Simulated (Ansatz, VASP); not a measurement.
# Hf: VASP beside Ansatz

Contents of INCAR:

```
PREC = Accurate
ENCUT = 520
EDIFF = 1E-7
ISMEAR = -1
SIGMA = 0.05
LREAL = False
LASPH = True
NELM = 80
ALGO = Normal
ISIF = 2
LWAVE = False
LCHARG = False
GGA = PE
NBANDS = 17
```

File KPOINTS:

```
Automatic mesh
0
Gamma
  10 10 5
```

Contents of POSCAR:

```
Hf
1.0
    3.1752449911      0.0000000000      0.0000000000
   -1.5876224956      2.7498428256      0.0000000000
    0.0000000000      0.0000000000      5.0238540107
Hf
2
Direct
    0.6666666667      0.3333333333      0.7500000000
    0.3333333333      0.6666666667      0.2500000000
```

The input input.yaml:

```yaml
crystal:
  lattice:
    - [3.1752449911, 0.0, 0.0]
    - [-1.5876224956, 2.7498428256, 0.0]
    - [0.0, 0.0, 5.0238540107]
  atoms:
    - { symbol: Hf, position: [0.6666666667, 0.3333333333, 0.75] }
    - { symbol: Hf, position: [0.3333333333, 0.6666666667, 0.25] }
hamiltonian:
  xc: pbe
  pseudopotentials: { kind: paw }
kpoints:
  mp_grid: { grid: [10, 10, 5] }
scf:
  occupations: { method: fermi_dirac, width: 0.05 }
output:
  forces: true
  stress: true
  eigenvalues: true
```

Change from the starting cell: volume scaled by 0.98.

Alike in both runs: task single point; functional PBE; k mesh 10 × 10 × 5; occupations fermi-dirac, width 0.05 eV; no spin polarisation.

|  | VASP | Ansatz |
| --- | --- | --- |
| version | VASP 6.6.1 | Ansatz 0.2.0 |
| potentials or method | VASP PAW PBE potentials, release 64 (Hf_pv) | Ansatz PAW |
| plane-wave cutoff (eV) | 520 | 420 |
| valence electrons in the cell | 20 | 52 |

|  | VASP | Ansatz | Ansatz less VASP |
| --- | --- | --- | --- |
| gap on the k mesh at the Fermi level (eV) | none | none | - |
| pressure (GPa) | 2.4 | 2.9 | +0.44 |
| largest component of the traceless stress (GPa) | 0.22 | 0.15 | -0.066 |

A gap of «none» marks a metal or a gap that the smearing closes. The functional is the same, so the differences come from potentials, cutoffs and numerics. The two sets of potentials don't hold the same shells in valence.

Spin-orbit coupling is left out, which matters for the levels of Hf.
